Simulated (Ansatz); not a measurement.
SnO2 (fluorite), relaxed with r2SCAN, was run in the PAW code Ansatz under altered settings. All numbers are computed, without spin polarisation but where a row says otherwise.

```
Sn O
1.0
     0.00000    2.53347    2.53347
     2.53347    0.00000    2.53347
     2.53347    2.53347    0.00000
Sn O
1 2
Direct
  0.00000 0.00000 0.00000
  0.25000 0.25000 0.25000
  0.75000 0.75000 0.75000
```

The base run's other keys:
```yaml
kpoints:
  mp_grid: { grid: [4, 4, 4] }
hamiltonian:
  xc: hse06
scf:
  occupations: { method: fixed }
  n_extra_bands: 4
```

It takes 13 iterations with 609 plane waves at 420 eV and 8 k points, and leaves a mean stress of -2.86 GPa. The gap over this mesh is 1.695 eV. It ran on 4 threads of Arm Neoverse N1 (shared host).

Outcomes, with energy and stress as changes against the base:
```csv
setting,outcome,ΔF (meV/atom),Δ mean stress (GPa),gap on the mesh (eV),iterations,wall time
"PBE hybrid, exx coeff 0.1, omega 0.3 1/Å",converged,–,+7.2,0.734,10,5.9 s
"PBE hybrid, exx coeff 0.3, omega 0.5 1/Å",converged,–,+0.3,1.287,14,6.6 s
scf.exx.ecutfock_ratio: 4,converged,0.0,0.0,1.695,13,6.2 s
"PBE hybrid, exx coeff 0.4, omega 0.5 1/Å",converged,–,-3.4,1.657,15,6.8 s
basis.ecutwfc: 900,converged,-6.2,-0.1,1.696,13,17 s
```
A dash marks a value that wasn't obtained or can't be compared. Stress is positive in compression. The base took 6.3 s.

- PBE hybrid, exx coeff 0.1, omega 0.3 1/Å. That is 10 % exact exchange, screened with ω = 0.3 1/Å, against HSE06's 25 % screened at 0.208 1/Å. The mean stress moves by +7.2 GPa and the gap on the mesh by -0.961 eV (to 0.734). Totals of different functionals aren't comparable.
- PBE hybrid, exx coeff 0.3, omega 0.5 1/Å. That is 30 % exact exchange, screened with ω = 0.5 1/Å, against HSE06's 25 % screened at 0.208 1/Å. The mean stress moves by +0.3 GPa and the gap on the mesh by -0.408 eV (to 1.287). Totals of different functionals aren't comparable.
- PBE hybrid, exx coeff 0.4, omega 0.5 1/Å. That is 40 % exact exchange, screened with ω = 0.5 1/Å, against HSE06's 25 % screened at 0.208 1/Å. The mean stress moves by -3.4 GPa and the gap on the mesh by -0.038 eV (to 1.657). Totals of different functionals aren't comparable.
- basis.ecutwfc: 900. 1989 plane waves in place of 609. The free energy moves by -6.2 meV an atom, the mean stress by -0.1 GPa and the gap on the mesh by +0.001 eV (to 1.696). The base cutoff was converged to that degree.

Within 1 meV an atom, 0.1 GPa and 0.005 eV of the base stay: scf.exx.ecutfock_ratio: 4.

Spin-orbit coupling is left out, which matters wherever the heavy atoms make up the band edges.

The program warns that its thresholds are loose for a hybrid's stress.

The meshes of the hybrids are coarse, so their gaps aren't converged to the digits shown.
